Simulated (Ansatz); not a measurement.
# Self-consistent run of Ni

Aim: a converged single point of Ni at the given geometry. System: Ni, the measured crystal structure (space group Fm-3m); the cell holds 1 atom. Source: COD entry 9012977; the sample's temperature and pressure aren't taken into account.

Computed with Ansatz 0.2.0 (DFT r2SCAN, PAW, plane waves, scalar-relativistic, unless a step's input says otherwise).

4 further runs of the same task are left out: 3 that didn't finish, 1 set aside as unsound or not needed.

### Step 1. The starting structure

Symmetry: Fm-3m, No. 225, cubic system. The conventional cell has a = 3.534 Å, b = 3.534 Å, c = 3.534 Å, α = 90.00°, β = 90.00°, γ = 90.00°. Ni (site symmetry m-3m) is surrounded by 12 Ni at 2.50 Å.

Structure file:

```xyz
1
Lattice="0.0000 1.7669 1.7669 1.7669 0.0000 1.7669 1.7669 1.7669 0.0000" Properties=species:S:1:pos:R:3 pbc="T T T"
Ni    0.0000    0.0000    0.0000
```

In tables a label like Ni1 counts atoms in the order of input.yaml; a structure file may count by element.

The search for lower states is off throughout, and inputs that name a mixer don't switch to direct minimisation unless they say so. Spin is collinear, with starting moments Ni1 2.00 μB. β is the mixing step of the charge; the magnetisation has a step of its own, which the program sets unless it is named.

### Step 2. The run

input.yaml

```yaml
crystal:
  lattice:
    - [0.0, 1.7669, 1.7669]
    - [1.7669, 0.0, 1.7669]
    - [1.7669, 1.7669, 0.0]
  atoms:
    - { symbol: Ni, position: [0.0, 0.0, 0.0], spin: 2.0 }
magnetization:
  spin_polarized: true
hamiltonian:
  xc: r2scan
  pseudopotentials: { kind: paw }
basis:
  ecutwfc: 500
kpoints:
  mp_grid: { grid: [14, 14, 14] }
scf:
  occupations: { method: fermi_dirac, width: 0.1 }
  lower_state_search: "off"
  algorithm: density_mixing
  max_iter: 80
  mixing: { algorithm: broyden, ndim: 8, beta: 1.2 }
output:
  forces: true
  stress: true
```

Started as:

```
$ ansatz run input.yaml --threads 2 --pin off --max-ram 5120MiB --backend cpu --events-out ev --progress --plain --runs-dir out
```

Standard output:

```text
Error: invalid value for `scf.mixing.beta`: must be finite and in (0, 1]; got 1.2
```

It took 0.02 s on 2 threads of Arm Neoverse V2, shared host; peak memory 0.031 GiB.

### Step 3. What went wrong

No iteration ran: the input was refused. Its message: invalid value for `scf.mixing.beta`: must be finite and in (0, 1]; got 1.2

Each of these is now tried alone: β lowered to 0.3; back to the default settings.

### Step 4. β lowered to 0.3

Changes to input.yaml since step 2:

```diff
@@ -21,3 +21,3 @@
   max_iter: 80
-  mixing: { algorithm: broyden, ndim: 8, beta: 1.2 }
+  mixing: { algorithm: broyden, ndim: 8, beta: 0.3 }
 output:
```

Started as:

```
$ ansatz run input.yaml --threads 2 --pin off --max-ram 5120MiB --backend cpu --events-out ev --progress --plain --runs-dir out
```

Standard output (excerpt; [...] marks lines left out):

```text
[...]
Pseudopotentials: kind: paw
Pseudopotential: Ni, paw, valence charge 18, recommended cutoff 500 eV (meta_gga), Ni.paw.azcp
Functional definition: r2SCAN
[...]
Crystal: 1 atoms, lattice volume = 11.032 Å³
Basis set: ecut = 500 eV, 283 PW (Γ), exchange–correlation on 80×80×80 points (64 copies of the dense FFT grid, shifted against one another)
Bands: 14, of which v1, the nominal top of the filled ones, is band 9 counted from 1 (8 counted from 0)
Symmetry: 48 space group operations
Space group: Fm-3m (ITA 225), of the structure as read, at distance tolerance 2.2e-5 Å
Magnetic group: BNS 225.116 (UNI 1618), of the structure as read, at distance tolerance 2.2e-5 Å
k-points: 104 of 2744
[...]
Starting moments: Σ|m| = 2 μB on 1 of 1 site
[...]
this state was not tested for a lower state beside it, because the mixer in use, unlike msr1, does not test its closes by its own steps (another_mixer; see scf.mixing.algorithm and scf.lower_state_search)
SCF converged after 15 iterations
Magnetization: 0.7559 μB (9.3779 up, 8.6221 down)
Absolute magnetization: 0.9350 μB (∫|ρ↑−ρ↓|, with the PAW one-centre terms)
Spin contamination: 0.0230 ħ² per cell (⟨S²⟩ above its minimum at these occupations)
Per-site moments (μB) at R_I (Å): [(0.8264351416548816, 1.0307442516347713)]
Free energy (F): -5845.295829 eV
[...]
E sigma→0 (E₀):  -5845.275030 eV
Entropy (-TS):   -0.041600 eV (-41.600 meV/atom)
Fermi energy:    17.799773 eV
[...]
--- Forces (eV/Å), atoms counted from 1 ---
  atom   1  Ni    -0.00000000     0.00000000    -0.00000000
[...]
--- Stress (GPa, compression-positive) ---
       -8.971419       0.000000      -0.000000
        0.000000      -8.971419       0.000000
       -0.000000       0.000000      -8.971419
  P = ⅓ Tr σ = -8.9714 GPa (-89.714 kbar)
```

It took 3.4 s on 2 threads of Arm Neoverse V2, shared host; peak memory 0.31 GiB.

This works: 15 iterations, ferromagnetic, site moments Ni1 0.83 μB, total 0.76 μB per cell, no gap on the k-mesh.

### Step 5. Back to the default settings

Changes to input.yaml since step 2:

```diff
@@ -19,5 +19,2 @@
   lower_state_search: "off"
-  algorithm: density_mixing
-  max_iter: 80
-  mixing: { algorithm: broyden, ndim: 8, beta: 1.2 }
 output:
@@ -25 +22,5 @@
   stress: true
+  write_density: true
+  write_potential: true
+  elf: true
+  volumetric_format: npy
```

Started as:

```
$ ansatz run input.yaml --threads 2 --pin off --max-ram 5120MiB --backend cpu --events-out ev --progress --plain --runs-dir out
```

Its history (converged in 15 iterations):

```csv
iteration,Harris–Foulkes energy + 5845 (eV),largest residual (eV),M (μB),∫|m| (μB)
1,0.1129,1.00e+00,1.04,1.18
2,-0.0219,2.14e-01,0.96,1.14
3,-0.0687,4.80e-03,0.84,1.08
4,-0.1855,3.90e-03,0.80,1.04
5,-0.2059,2.92e-03,0.79,1.03
6,-0.2944,8.81e-05,0.76,0.94
7,-0.2952,2.48e-05,0.76,0.94
9,-0.2958,2.73e-06,0.76,0.93
10,-0.2958,1.66e-06,0.76,0.93
11,-0.2958,3.54e-07,0.76,0.93
12,-0.2958,2.06e-08,0.76,0.93
13,-0.2958,9.33e-09,0.76,0.93
14,-0.2958,2.82e-09,0.76,0.93
15,-0.2958,3.91e-10,0.76,0.93
```

Wall time 4.3 s (2 threads of Arm Neoverse V2, shared host); peak memory 0.32 GiB.

This works: 15 iterations, ferromagnetic, site moments Ni1 0.83 μB, total 0.76 μB per cell, no gap on the k-mesh. Against step 4: the same free energy.

### Step 6. The histories together

Decimal logarithm of the largest residual (eV) by iteration, counted through all cycles of a run:

| iteration | step 4 | step 5 |
| --- | --- | --- |
| 1 | 0.0 | 0.0 |
| 2 | -0.7 | -0.7 |
| 3 | -2.3 | -2.3 |
| 4 | -2.4 | -2.4 |
| 5 | -2.5 | -2.5 |
| 6 | -4.1 | -4.1 |
| 7 | -4.6 | -4.6 |
| 9 | -5.6 | -5.6 |
| 10 | -5.8 | -5.8 |
| 11 | -6.5 | -6.5 |
| 12 | -7.7 | -7.7 |
| 14 | -8.5 | -8.5 |
| 15 | -9.4 | -9.4 |

### Step 7. Results

| quantity | value |
| --- | --- |
| first try | input refused |
| step 4: β lowered to 0.3 | converged in 15 iterations |
| step 5: the default settings | converged in 15 iterations |
| state reached in step 4 | ferromagnetic, site moments Ni1 0.83 μB, total 0.76 μB per cell, no gap on the k-mesh |
| largest force there | 0.000 eV/Å |

In words: The run converges under 2 of the 2 changes tried; with “β lowered to 0.3” it takes 15 iterations.
